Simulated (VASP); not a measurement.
HfS2, 3 atoms in the cell. The structure is trigonal, space group P-3m1 (No. 164). Conventional cell: a = 3.640 Å, b = 3.640 Å, c = 6.056 Å, α = 90.00°, β = 90.00°, γ = 120.00°. Around Hf (site symmetry -3m) lie 6 S at 2.54 Å. S (site symmetry 3m) has 3 Hf at 2.54 Å as nearest neighbours. The cell is a database's computed one.

```yaml
Program: VASP 6.6.1
Task: relaxation of cell and atoms
Functional: PBE
Dispersion: D3(BJ)
Potentials_or_basis: VASP PAW PBE potentials, release 64 (Hf_pv, S)
Cutoff: 600 eV
k_mesh: 3 × 3 × 2
Occupations: gaussian, width 0.02 eV
Spin: no spin polarisation
Further_INCAR_settings: ALGO = Normal; EDIFF = 1e-06; IBRION = 2; EDIFFG = -0.02; NSW = 60; ISIF = 3
```

Potentials or basis: VASP PAW PBE potentials, release 64 (Hf_pv, S).

The run is started by

```sh
$ cat potpaw_PBE.64/Hf_pv/POTCAR potpaw_PBE.64/S/POTCAR > POTCAR
$ mpirun -np 1 vasp_std > vasp.out
```

Hardware: 1 thread of Intel(R) Xeon(R) 6975P-C (Granite Rapids), with other jobs on the host.

Estimate the wall time of this run.

Run time: 35 s on 1 thread of Intel(R) Xeon(R) 6975P-C (Granite Rapids) (shared host), peak memory 0.21 GiB. Counts: scf iterations 89, k points 6, ion steps 12.
